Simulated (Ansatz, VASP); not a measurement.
## AlN in two plane-wave programs

Wanted: the spread between two codes on one cell, functional and k mesh.

Calculated with Ansatz 0.2.0; plane waves, with VASP 6.6.1 beside it; G0W0 gap at PBE.

### 1. The starting structure

The structure is cubic, space group F-43m (No. 216). Conventional cell: a = 4.368 Å, b = 4.368 Å, c = 4.368 Å, α = 90.00°, β = 90.00°, γ = 90.00°. Al has 4 N at 1.89 Å nearest. Nearest to N lie 4 Al at 1.89 Å. Farther neighbours and most contacts between anions are not listed.

### 2. Ansatz: G0W0 gap, PBE

Ansatz runs on its default PAW (the set named soft_2) files.

Quasiparticle shifts depend on high empty states and on the cores, so they are the hardest test of two PAW sets.

Contents of input.yaml:

```yaml
crystal:
  lattice:
    - [0.0, 2.1839935596, 2.1839935596]
    - [2.1839935596, 0.0, 2.1839935596]
    - [2.1839935596, 2.1839935596, 0.0]
  atoms:
    - { symbol: Al, position: [0.0, 0.0, 0.0] }
    - { symbol: "N", position: [0.75, 0.75, 0.75] }
hamiltonian:
  xc: pbe
  pseudopotentials: { kind: paw }
kpoints:
  mp_grid: { grid: [6, 6, 6] }
scf:
  occupations: { method: fixed }
gw:
  n_empty_bands: 76
  ecut_chi: 140.0
  qp_bands: [v2, c2]
  qp_kpoints: band_edges
  screening: { model: contour_deformation }
```

The run is started by

```sh
$ ansatz run input.yaml --threads 4 --pin off --max-ram 9216MiB --backend cpu --events-out ev --progress --plain --runs-dir out
```

Numbers of over 12 decimals in the logs are rounded to 6 here.

The program printed:

```text
Engine: ansatz 0.2.0, aarch64-unknown-linux-gnu
Pseudopotentials: kind: paw
Pseudopotential: Al, paw, valence charge 3, recommended cutoff 420 eV (normal), Al.paw.azcp
Pseudopotential: N, paw, valence charge 5, recommended cutoff 420 eV (normal), N.paw.azcp
Functional definition: PBE
  parameter kappa = 0.804
  parameter beta = 0.066725
  exchange = pbe_x(kappa = kappa, mu = beta*pi^2/3)
  correlation = pbe_c(beta = beta)
Crystal: 2 atoms, lattice volume = 20.835 Å³
Basis set: ecut = 420 eV, 411 PW (Γ)
Bands: 8, of which v1, the nominal top of the filled ones, is band 4 counted from 1 (3 counted from 0)
Symmetry: 24 space group operations
Space group: F-43m (ITA 216), of the structure as read, at distance tolerance 2.8e-5 Å
k-points: 16 of 216 (time reversal used)
Non-local potential: Al, projectors of the file, l = 0: 2, l = 1: 2, l = 2: 1
Non-local potential: N, projectors of the file, l = 0: 2, l = 1: 2, l = 2: 1
PAW form: soft (Blöchl's): semilocal exchange-correlation on the pseudo side does not see the compensation charge
PAW one-centre angular grid: Al, 110 points (default); XC on 64 Gauss nodes
PAW one-centre angular grid: N, 110 points (default); XC on 64 Gauss nodes
Initial density: superposition of atomic densities (neutral atoms: chi_scale 0, normalization atom), corrected by the library's trained network
Initial wavefunctions: pseudopotential atomic-orbital guess
Functional: x = pbe(κ = 0.804, μ = 0.219515), c = pbe(β = 0.066725)
SCF iter   1: F=—  HF=-924.201477 eV  |F-HF|=—  |Δ(HF+E_count)|=         —  Δρ=7.35e-4  dr2=3.62e-5  ethr=1.77e-3  ⟨swp⟩=4.6  Hψ=844  notcnv=0  defer=8
preconditioner: auto → none  [insulator: Δε(μ)=3.327 eV  Ē_g=15.409 eV  n_scr=0 (ndim 8)  ℏωp=23.0 eV  f_vac=0.000  ε∞_Penn≈3.2]
SCF iter   2: F=—  HF=-924.201557 eV  |F-HF|=—  |Δ(HF+E_count)|=   8.04e-5  Δρ=3.46e-4  dr2=8.45e-6  ethr=4.52e-7  ⟨swp⟩=2.0  Hψ=354  notcnv=0  defer=30
SCF iter   3: F=—  HF=-924.201587 eV  |F-HF|=—  |Δ(HF+E_count)|=   2.95e-5  Δρ=1.66e-4  dr2=1.99e-6  ethr=1.06e-7  ⟨swp⟩=2.1  Hψ=179  notcnv=0  defer=30
iter 4 did not close the SCF: its close was put off for the readings that it lacked (scf_convergence_deferred on its scf_iter line)
SCF iter   4: F=-924.201593 eV  HF=-924.201593 eV  |F-HF|=4.13e-8  |Δ(HF+E_count)|=   6.24e-6  Δρ=1.29e-5  dr2=9.69e-9  ethr=2.49e-8  ⟨swp⟩=2.0  Hψ=176  notcnv=0  defer=30
iter 5 did not close the SCF: its close was put off for the readings that it lacked (scf_convergence_deferred on its scf_iter line)
SCF iter   5: F=-924.201593 eV  HF=-924.201593 eV  |F-HF|=1.14e-9  |Δ(HF+E_count)|=   4.33e-8  Δρ=2.67e-6  dr2=3.99e-10  ethr=1.21e-10  ⟨swp⟩=2.2  Hψ=190  notcnv=0  defer=30
SCF iter   6: F=-924.201593 eV  HF=-924.201593 eV  |F-HF|=1.93e-12  |Δ(HF+E_count)|=   1.25e-9  Δρ=1.58e-7  dr2=2.76e-12  ethr=4.98e-12  ⟨swp⟩=3.5  Hψ=641  notcnv=0
SCF 1 converged in 6 iterations: F = -924.201593 eV  dr2 = 2.76e-12
  greatest PAW one-centre occupation: 0.788 electrons in one spin orbital (limit 2), on the N atom at site 1 (counted from 0), in its partial waves of l = 0
NSCF: frozen V_eff on 16 k-points
G₀W₀ screening: q 1/16
G₀W₀ screening: q 2/16 (q-point 6)
G₀W₀ screening: q 3/16 (q-point 7)
G₀W₀ screening: q 4/16 (q-point 8)
G₀W₀ screening: q 5/16 (q-point 11)
G₀W₀ screening: q 6/16 (q-point 14)
G₀W₀ screening: q 7/16 (q-point 15)
G₀W₀ screening: q 8/16 (q-point 9)
G₀W₀ screening: q 9/16 (q-point 12)
G₀W₀ screening: q 10/16 (q-point 16)
G₀W₀ screening: q 11/16 (q-point 2)
G₀W₀ screening: q 12/16 (q-point 3)
G₀W₀ screening: q 13/16 (q-point 5)
G₀W₀ screening: q 14/16 (q-point 10)
G₀W₀ screening: q 15/16 (q-point 4)
G₀W₀ screening: q 16/16 (q-point 13)
G₀W₀ self-energy: k 1/9
G₀W₀ self-energy: k 2/9
G₀W₀ self-energy: k 3/9
G₀W₀ self-energy: k 4/9
G₀W₀ self-energy: k 5/9
G₀W₀ self-energy: k 6/9
G₀W₀ self-energy: k 7/9
G₀W₀ self-energy: k 8/9
G₀W₀ self-energy: k 9/9
NSCF: frozen V_eff on 1 k-points
NSCF: frozen V_eff on 1 k-points
SCF converged after 6 iterations
Free energy (F): -924.201593 eV
Harris-Foulkes:  -924.201593 eV  (|F-HF|=1.93e-12)
Internal energy: -924.201593 eV  (E = F + TS)
E sigma→0 (E₀):  -924.201593 eV
Fermi energy:    6.973007 eV
--- Per-component energies (eV) ---
  E_band       = 15.404754
  E_kinetic    = 159.524888
  E_local      = -222.813268  (includes V_loc(G=0)·N_el)
  E_nonlocal   = 55.518081
  E_hartree    = 77.227549
  E_xc         = -101.854084
  E_vxc        = -107.980849  (∫ρ·V_xc dr)
  E_paw        = -595.201302  (= ΣΔE_a)
  E_vpaw       = -23.299280  (= ΣTr[D̂ρ^β])
  E_aug_tail   = 0.000098  (compensation charges beyond the density's cutoff)
  E_ewald      = -296.603555
  E_smearing   = -0.000000  (= −TS)
  E_closure    = 0.000000  (closes the sum)
  Σ components = -924.201593   (vs F -924.201593, Δ=0.00e0)
--- Band table (eV; the first three rows and the last of 16) ---
  k-point 0: bands = ["-7.9952", "6.9730", "6.9730", "6.9730", "11.1583", "19.5527", "19.5527", "19.5527"]
  k-point 1: bands = ["-7.5982", "5.1225", "6.8420", "6.8420", "12.5837", "18.6374", "19.7127", "19.7127"]
  k-point 2: bands = ["-6.6140", "2.4312", "6.6042", "6.6042", "13.9813", "17.3776", "18.7052", "18.7052"]
  k-point 15: bands = ["-5.2754", "2.6676", "4.2008", "4.4808", "12.2213", "17.2871", "19.9534", "19.9935"]
--- G₀W₀: contour deformation, 6 samples at zero and on the imaginary axis and 3 off it, 216 q-points, 76 empty bands' worth ---
  eigenvalues of the whole cell's RPA ε∞ on this k-mesh (on a slab, of 1 + 4πα/V) = 4.4048, 4.4048, 4.4048; static W/v taken at q = 0 is 0.227026
  bands read: the sum over 80 bands ends inside a degenerate multiplet in 2 slots, whose members it reads at an even weight; the widest, k=0: bands 80 to 81 (counted from 1) at 1/2 each
  gw.qp_kpoints: band_edges: 9 of 16 stored k-points solved, in 1 pass; an edge of the gap read off the rows below is read off those points alone
    valence top: of the k-points left out ik 4 came nearest to being solved in a further pass, in band 3 (counted from 1, as in the quasiparticle table): it holds the edge there only if its correction is more favourable than any solved in that band by at least 0.515 eV; those differ by 0.250 eV
    conduction bottom: of the k-points left out ik 15 came nearest to being solved in a further pass, in band 5 (counted from 1, as in the quasiparticle table): it holds the edge there only if its correction is more favourable than any solved in that band by at least 1.924 eV; those differ by 0.487 eV
    ik  band        ε_KS         Σx   Σc(E_QP)       V_xc       Z   E_QP_lin       E_QP  E_QP is
     0     3      6.9730   -21.7330     3.1636   -17.6792  0.7785     6.0749     6.0828  root
     0     4      6.9730   -21.7330     3.1636   -17.6792  0.7785     6.0749     6.0828  root
     0     5     11.1583    -9.8034    -3.9142   -14.4591  0.8134    11.9037    11.8998  root
     0     6     19.5527    -6.5269    -5.2576   -12.7771  0.8049    20.5540    20.5453  root
     1     3      6.8420   -21.7262     3.2003   -17.6190  0.7779     5.9268     5.9351  root
     1     4      6.8420   -21.7262     3.2003   -17.6190  0.7779     5.9268     5.9351  root
     1     5     12.5837   -10.1031    -4.1080   -15.0440  0.8045    13.4222    13.4166  root
     1     6     18.6374    -6.8992    -5.2586   -13.1239  0.7963    19.6143    19.6035  root
     2     3      6.6042   -21.7391     3.2704   -17.5339  0.7767     5.6603     5.6694  root
     2     4      6.6042   -21.7391     3.2704   -17.5339  0.7767     5.6603     5.6694  root
     2     5     13.9813    -8.6857    -4.5258   -14.0773  0.8071    14.8542    14.8470  root
     2     6     17.3776    -7.4601    -5.4537   -13.8415  0.7679    18.3209    18.3053  root
     3     3      6.4954   -21.7532     3.3018   -17.5055  0.7761     5.5400     5.5495  root
     3     4      6.4954   -21.7532     3.3018   -17.5055  0.7761     5.5400     5.5495  root
     3     5     14.3547    -7.9087    -4.5200   -13.2607  0.8185    15.1927    15.1867  root
     3     6     16.8334    -7.5496    -5.6132   -14.0702  0.7563    17.7591    17.7407  root
     7     3      5.1563   -20.9220     3.5302   -16.3136  0.7692     4.0628     4.0781  root
     7     4      6.4638   -21.7009     3.2955   -17.4556  0.7761     5.5044     5.5140  root
     7     5     14.9567    -7.5738    -4.8564   -13.2646  0.7911    15.7998    15.7911  root
     7     6     15.8208    -7.1463    -4.7863   -12.7635  0.8097    16.6593    16.6517  root
     8     3      5.7732   -21.1252     3.4034   -16.6900  0.7733     4.7288     4.7414  root
     8     4      6.8423   -21.8297     3.2114   -17.7151  0.7777     5.9309     5.9392  root
     8     5     13.9354    -9.6659    -4.5109   -15.0949  0.7946    14.8623    14.8535  root
     8     6     17.8000    -6.3235    -5.2240   -12.3868  0.7934    18.6443    18.6393  root
[...]
10     3      4.4538   -20.4096     3.6346   -15.6352  0.7648     3.2944     3.3141  root
    10     4      5.4824   -21.2822     3.5056   -16.7128  0.7710     4.4047     4.4186  root
    10     5     11.6618    -6.4511    -4.0404   -11.0287  0.8221    12.2011    12.1989  root
    10     6     16.6118    -6.6902    -4.7108   -12.2485  0.8174    17.4663    17.4592  root
    12     3      5.2053   -21.2091     3.5702   -16.5477  0.7692     4.0988     4.1141  root
    12     4      5.2053   -21.2091     3.5702   -16.5477  0.7692     4.0988     4.1141  root
    12     5     10.2970    -5.8713    -3.8546   -10.1569  0.8305    10.7292    10.7280  root
    12     6     15.5946    -6.0637    -4.4923   -11.2976  0.8316    16.3408    16.3362  root
```

The job ended after 5.2 s (4 threads of Arm Neoverse V2, shared host; peak memory 0.31 GiB).

[end of part 1 of 2]

[Lines on the potential files, build, host, timing and source positions are cut from VASP's logs without a mark.]

[Logs are printed without paths, hosts, clocks, repeated set-up lines and the standing remarks that a program may print on its own settings, such as how far it seeks lower states.]

[Hosts, paths, dates, database ids (printed as entryN), source tags and the programs' standing remarks are cut or masked in the printed files.]
